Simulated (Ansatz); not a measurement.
Si: symmetry broken, then relaxed

Computed with DFT r2SCAN, scalar-relativistic, plane waves, PAW in Ansatz 0.2.0. Settings: plane waves to 500 eV, k-mesh 12×12×8 (Γ-centred), Gaussian smearing 0.15 eV. No spin polarisation. Energies are free energies at this smearing, counted from the undisturbed cell; pressure is positive in compression.

Zero of the scan (relaxed at this level; this form isn't the usual structure):

```yaml
crystal:
  lattice:
    - [2.62900, 0.00000, 0.00000]
    - [-1.31450, 2.27678, 0.00000]
    - [0.00000, 0.00000, 4.98760]
  atoms:
    - { symbol: Si, position: [0.00000, 0.00000, 0.00000] }
    - { symbol: Si, position: [0.00000, 0.00000, 0.50000] }
```

The atoms are displaced (Å, in the unstrained cell):

```tsv
atom	ux	uy	uz
Si1	0.004	0.006	0.006
Si2	-0.004	-0.006	-0.006
```

The cell is strained by (-0.0520, 0.0104, 0.0416, 0.2112, 0.0512, 0.0724) (xx, yy, zz, yz, xz, xy; engineering shear). The atoms are then relaxed in that fixed cell.

Problem. How much of the energy do the atoms recover?

Solution. The disturbance cost 169.8 meV/atom, and 169.6 meV/atom remain in the strained cell. The final space group reads P-1 (tolerance 0.05 Å).

Final structure:

```
Si
1.0
     2.49240    0.09518    0.06726
    -1.16377    2.25276    0.20683
     0.12760    0.52676    5.19513
Si
2
Cartesian
  0.0002 0.0006 0.0001
  1.3922 2.6107 2.8715
```

The relaxation, step by step (energy from the first step):

```
step  ΔE (meV/atom) largest force component (eV/Å) pressure (GPa)
   1            0.0                           0.032             n/a
   2           -0.1                           0.022             n/a
   3           -0.1                           0.001             n/a
```